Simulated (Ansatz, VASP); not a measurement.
**Nb in VASP and in Ansatz**

```
Nb
1.0
    -1.65480    1.65480    1.65480
     1.65480   -1.65480    1.65480
     1.65480    1.65480   -1.65480
Nb
1
Direct
  0.00000 0.00000 0.00000
```

Alike in both runs: task single point; functional PBE; k mesh 13 × 13 × 13; occupations gaussian, width 0.6 eV; no spin polarisation.

|  | VASP | Ansatz |
| --- | --- | --- |
| version | VASP 6.6.1 | Ansatz 0.2.0 |
| potentials or method | VASP PAW PBE potentials, release 64 (Nb_sv) | plane waves (420 eV) with PAW, scalar-relativistic |
| plane-wave cutoff (eV) | 520 | 420 |
| valence electrons in the cell | 13 | 13 |

```csv
,VASP,Ansatz,Ansatz less VASP
pressure (GPa),0.9,1.2,+0.32
```
